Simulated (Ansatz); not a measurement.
# In2O3 (R-3c) in Ansatz: reference runs, part 2 of 2

Ansatz 0.2.0.

**3. Single point, PBE (atoms moved at random, drawn with an rms of 0.05 Å)**

Input file input.yaml:

```yaml
crystal:
  lattice:
    - [2.7435, 1.5839604635, 4.8366666667]
    - [-2.7435, 1.5839604635, 4.8366666667]
    - [0.0, -3.167920927, 4.8366666667]
  atoms:
    - { symbol: In, position: [0.861045, 0.856097, 0.859583] }
    - { symbol: In, position: [0.638129, 0.647025, 0.642034] }
    - { symbol: In, position: [0.139966, 0.148402, 0.143593] }
    - { symbol: In, position: [0.343599, 0.356552, 0.363501] }
    - { symbol: O, position: [0.050102, 0.750058, 0.451518] }
    - { symbol: O, position: [0.756143, 0.456901, 0.044441] }
    - { symbol: O, position: [0.433299, 0.05504, 0.758385] }
    - { symbol: O, position: [0.951879, 0.24361, 0.5579] }
    - { symbol: O, position: [0.260996, 0.547708, 0.948967] }
    - { symbol: O, position: [0.55303, 0.950686, 0.255599] }
hamiltonian:
  xc: pbe
  pseudopotentials: { kind: paw }
kpoints:
  mp_grid: { grid: [6, 6, 6] }
scf:
  occupations: { method: fermi_dirac, width: 0.05 }
output:
  forces: true
  stress: true
  eigenvalues: true
```

Potentials or basis: Ansatz PAW.

Command:

```
ansatz run input.yaml --threads 4 --pin off --max-ram 11264MiB --backend cpu --events-out ev --progress --plain --runs-dir out
```

The log of the run:

```text
Warning: RAYON_NUM_THREADS=4 ignored (pool sized by the plan → 4); use --threads N
Engine: ansatz 0.2.0, aarch64-unknown-linux-gnu
Pseudopotentials: kind: paw
Pseudopotential: In, paw, valence charge 13, recommended cutoff 420 eV (normal), In.paw.azcp
Pseudopotential: O, paw, valence charge 6, recommended cutoff 420 eV (normal), O.paw.azcp
Functional definition: PBE
  parameter kappa = 0.804
  parameter beta = 0.06672455060314922
  exchange = pbe_x(kappa = kappa, mu = beta*pi^2/3)
  correlation = pbe_c(beta = beta)
Crystal: 10 atoms, lattice volume = 126.109 Å³
Basis set: ecut = 420 eV, 2453 PW (Γ), exchange–correlation on 80×80×80 points (8 copies of the dense FFT grid, shifted against one another)
Bands: 54, of which v1, the nominal top of the filled ones, is band 44 counted from 1 (43 counted from 0)
Symmetry: 1 space group operations
Space group: P1 (ITA 1), of the structure as read, at distance tolerance 5.0e-5 Å
k-points: 112 of 216 (time reversal used)
Non-local potential: In, projectors of the file, l = 0: 2, l = 1: 2, l = 2: 2, l = 3: 2
Non-local potential: O, projectors of the file, l = 0: 2, l = 1: 2, l = 2: 1
PAW form: soft (Blöchl's): semilocal exchange-correlation on the pseudo side does not see the compensation charge
PAW one-centre angular grid: In, 590 points (default); XC on 64 Gauss nodes
PAW one-centre angular grid: O, 110 points (default); XC on 64 Gauss nodes
Initial density: superposition of atomic densities (neutral atoms: chi_scale 0, normalization atom), corrected by the library's trained network
Initial wavefunctions: pseudopotential atomic-orbital guess
Functional: x = pbe(κ = 0.804, μ = 0.2195149727645171), c = pbe(β = 0.06672455060314922)
SCF iter   1: F=—  HF=-25796.129678 eV  |F-HF|=—  |Δ(HF+E_count)|=         —  Δρ=9.96e-4  dr2=4.88e-4  ethr=1.77e-3  ⟨swp⟩=6.1  Hψ=24291  notcnv=0  defer=23
preconditioner: auto → Resta (q_TF=auto, 2.569 Å⁻¹)  ε∞=4.6  [insulator: Δε(μ)=1.295 eV  Ē_g=16.407 eV  σ=0.050 eV  W_gap=1.00  n_scr=32 (ndim 8)  ℏωp=31.0 eV  f_vac=0.020  D(μ)=0.00/eV (n_scr^D=0)  ε∞_Penn≈4.6]
SCF iter   2: F=—  HF=-25796.130279 eV  |F-HF|=—  |Δ(HF+E_count)|=   6.01e-4  Δρ=5.40e-4  dr2=1.08e-4  ethr=5.54e-7  ⟨swp⟩=2.4  Hψ=12587  notcnv=0  defer=222
SCF iter   3: F=—  HF=-25796.130626 eV  |F-HF|=—  |Δ(HF+E_count)|=   3.47e-4  Δρ=2.20e-4  dr2=3.07e-5  ethr=1.22e-7  ⟨swp⟩=2.0  Hψ=8329  notcnv=0  defer=38
automatic band count: iteration 3 solves 52 bands in place of 54: the levels show a gap, and the empty bands left out lie too high to hold charge; the band table lists the bands solved (type scf.n_extra_bands for more)
SCF iter   4: F=—  HF=-25796.130681 eV  |F-HF|=—  |Δ(HF+E_count)|=   5.50e-5  Δρ=4.62e-5  dr2=2.71e-6  ethr=3.49e-8  ⟨swp⟩=2.8  Hψ=9925  notcnv=0  defer=38
SCF iter   5: F=—  HF=-25796.130682 eV  |F-HF|=—  |Δ(HF+E_count)|=   8.38e-7  Δρ=3.30e-5  dr2=1.25e-6  ethr=3.08e-9  ⟨swp⟩=2.0  Hψ=10345  notcnv=0  defer=38
SCF iter   6: F=-25796.130682 eV  HF=-25796.130682 eV  |F-HF|=6.83e-8  |Δ(HF+E_count)|=   1.03e-7  Δρ=8.60e-6  dr2=8.42e-8  ethr=1.14e-10  ⟨swp⟩=7.1  Hψ=27568  notcnv=0
SCF 1 converged in 6 iterations: F = -25796.130682 eV  dr2 = 8.42e-8
SCF converged after 6 iterations
Free energy (F): -25796.130682 eV
Harris-Foulkes:  -25796.130682 eV  (|F-HF|=6.83e-8)
Internal energy: -25796.130682 eV  (E = F + TS)
E sigma→0 (E₀):  -25796.130682 eV
Entropy (-TS):   -0.000000 eV (-0.000 meV/atom)
Fermi energy:    9.752874 eV
--- Per-component energies (eV) ---
  E_band       = 39.966804
  E_kinetic    = 2037.306370
  E_local      = -5868.027174  (includes V_loc(G=0)·N_el)
  E_nonlocal   = 1775.205372
  E_hartree    = 2259.066904
  E_xc         = -1299.026660
  E_vxc        = -957.625503  (∫ρ·V_xc dr)
  E_paw        = -17593.319724  (= ΣΔE_a)
  E_vpaw       = -1465.043603  (= ΣTr[D̂ρ^β])
  E_aug_tail   = 0.014639  (compensation charges beyond the density's cutoff)
  E_ewald      = -7107.350410
  E_smearing   = -0.000000  (= −TS)
  E_closure    = 0.000000  (closes the sum)
  Σ components = -25796.130682   (vs F -25796.130682, Δ=0.00e0)
--- Forces (eV/Å), atoms counted from 1 ---
  atom   1  In    -0.09536870    -0.29975450    -0.36753281
  atom   2  In     0.51003328    -0.04521665     0.66096110
  atom   3  In     0.23191426    -0.35027601    -0.13773576
  atom   4  In     0.50682340     0.68478682     0.80935191
  atom   5  O     -0.38980773    -0.15382608     0.12837840
  atom   6  O     -0.55059605    -0.37715267    -0.28667967
  atom   7  O      0.79219469     0.40923803     0.09543213
  atom   8  O     -0.29720391     0.41179819    -0.13560050
  atom   9  O     -0.32228590    -0.72993445    -0.38189044
  atom  10  O     -0.38571004     0.45034070    -0.38469410
  max |Σ_I F_I| component: 9.75e-6 eV/Å
--- Stress (GPa, compression-positive) ---
        9.678678      -0.548742      -0.056167
       -0.548742       9.732125      -0.141526
       -0.056167      -0.141526       8.070984
  P = ⅓ Tr σ = 9.1606 GPa (91.606 kbar)
--- Band table (eV; the first three rows and the last of 112) ---
  k-point 0: bands = ["-8.6760", "-7.9041", "-7.8414", "-7.5373", "-7.4830", "-7.4118", "-3.3690", "-3.3518", "-3.2180", "-3.1986", "-3.1855", "-3.0743", "-3.0497", "-3.0395", "-2.9873", "-2.9833", "-2.9326", "-2.9260", "-2.8376", "-2.8136", "-2.8029", "-2.7902", "-2.5038", "-2.4926", "-1.7903", "-1.7556", "3.3309", "3.7178", "4.8986", "4.9739", "5.6939", "5.8967", "6.3451", "6.4039", "6.4979", "8.1423", "8.2270", "8.5504", "8.5684", "8.6549", "8.7160", "8.7571", "8.9452", "8.9728", "10.3006", "14.6999", "15.3138", "16.4375", "17.9218", "18.1731", "18.1890", "18.4752"]
  k-point 1: bands = ["-8.6001", "-7.9047", "-7.8340", "-7.5690", "-7.5182", "-7.4399", "-3.3472", "-3.3233", "-3.2234", "-3.2146", "-3.1738", "-3.0841", "-3.0388", "-3.0328", "-3.0007", "-2.9887", "-2.9413", "-2.9243", "-2.8360", "-2.8044", "-2.8000", "-2.7439", "-2.5394", "-2.4721", "-1.9029", "-1.7999", "3.4427", "3.6972", "4.5764", "5.3514", "5.5121", "6.1469", "6.4031", "6.7957", "6.9172", "7.4207", "8.0950", "8.1664", "8.4664", "8.5380", "8.7153", "8.7867", "8.8509", "8.9378", "11.1778", "14.9896", "15.1571", "16.1590", "17.0161", "17.7830", "18.4935", "18.6753"]
  k-point 2: bands = ["-8.3976", "-7.9390", "-7.8206", "-7.6709", "-7.5763", "-7.4853", "-3.3148", "-3.2684", "-3.2242", "-3.2018", "-3.1633", "-3.1007", "-3.0602", "-3.0425", "-3.0093", "-2.9943", "-2.9395", "-2.9047", "-2.8708", "-2.8068", "-2.7946", "-2.6572", "-2.5226", "-2.4170", "-2.1354", "-1.9408", "3.7190", "3.8833", "4.1708", "5.3708", "5.8959", "6.2734", "6.5383", "6.8789", "7.3005", "7.5173", "7.6899", "7.8570", "8.2625", "8.3530", "8.4325", "8.5167", "8.8766", "8.9979", "12.6101", "14.8582", "15.0568", "15.4334", "16.7890", "17.3954", "18.3603", "19.0768"]
  k-point 111: bands = ["-8.2400", "-7.9650", "-7.8619", "-7.7867", "-7.5903", "-7.5020", "-3.2728", "-3.2564", "-3.2525", "-3.2435", "-3.2195", "-3.2069", "-3.0821", "-3.0727", "-3.0461", "-3.0317", "-2.8514", "-2.8391", "-2.8154", "-2.8030", "-2.7361", "-2.6820", "-2.2742", "-2.2670", "-2.2153", "-2.1441", "3.8708", "3.9987", "5.3864", "5.4870", "5.9462", "5.9993", "6.1302", "6.1833", "6.8834", "7.0478", "7.8014", "7.9140", "7.9165", "7.9958", "8.6923", "8.7243", "8.8798", "8.8924", "13.3894", "13.5024", "16.1468", "16.2469", "17.3583", "17.3857", "18.6641", "18.7502"]
```

Wall time 18 s (4 threads of Arm Neoverse V1, shared host); peak memory 0.79 GiB.

Results:

```
Free energy            : -25796.1307 eV
Pressure               : 9.2 GPa
Largest force          : 1.175 eV/Å
Band gap on the k mesh : 1.30 eV, indirect (least direct gap 1.33 eV)
```

Forces on the atoms (eV/Å):
```
In  -0.095 -0.300 -0.368
In   0.510 -0.045  0.661
In   0.232 -0.350 -0.138
In   0.507  0.685  0.809
O   -0.390 -0.154  0.128
O   -0.551 -0.377 -0.287
O    0.792  0.409  0.095
O   -0.297  0.412 -0.136
O   -0.322 -0.730 -0.382
O   -0.386  0.450 -0.385
```

Stress tensor (GPa, compression positive):
```
 9.68 -0.55 -0.06
-0.55  9.73 -0.14
-0.06 -0.14  8.07
```

Levels at points of the mesh, in eV from the valence-band top:
```
              k point  band 40  band 41  band 42  band 43  band 44  band 45  band 46  band 47  band 48  band 49
   (0.00, 0.00, 0.00)    -0.35    -0.29    -0.24    -0.06    -0.03     1.30     5.70     6.31     7.44     8.92
  (0.00, 0.00, -0.50)    -0.84    -0.76    -0.71    -0.06    -0.05     4.97     5.01     5.82     5.96     8.33
  (0.00, -0.50, 0.00)    -0.84    -0.75    -0.73    -0.11    -0.05     4.97     5.02     5.88     5.99     8.35
 (0.00, -0.50, -0.50)    -0.86    -0.55    -0.33    -0.09    -0.04     5.23     5.54     6.44     6.75     7.35
  (-0.50, 0.00, 0.00)    -0.85    -0.80    -0.75    -0.10    -0.06     4.92     5.00     5.99     6.04     8.40
 (-0.50, 0.00, -0.50)    -0.82    -0.53    -0.35    -0.10    -0.05     5.19     5.53     6.53     6.74     7.33
 (-0.50, -0.50, 0.00)    -0.80    -0.56    -0.36    -0.09    -0.03     5.24     5.59     6.45     6.70     7.35
(-0.50, -0.50, -0.50)    -1.01    -0.31    -0.28    -0.12    -0.11     4.39     4.50     7.14     7.24     8.36
```

Caveat: the pressure holds a Pulay correction of +0.7 GPa for the finite cutoff; spin-orbit coupling is left out, which moves the levels of the heavy elements. A k mesh can miss the band edges.

**4. Comparison with measurements**

Step 2. Measured gap of In2O3: 3.08 eV (optical; powder; “Fabrication and performance enhancement of an In2O3/BiVO4 heterojunction for N-butanol gas sensing applications”, 2024, pmc:11650617). This calculation gives 1.30 eV (-1.78 eV). So large a miss can be the level of theory's own, or it may mean another phase, state or a wrong row. Spin-orbit coupling on In is left out. The value is that of PBE on a finite k mesh, which can miss the band edges, without temperature or zero-point motion. Semilocal functionals fall short of measured gaps as a rule.
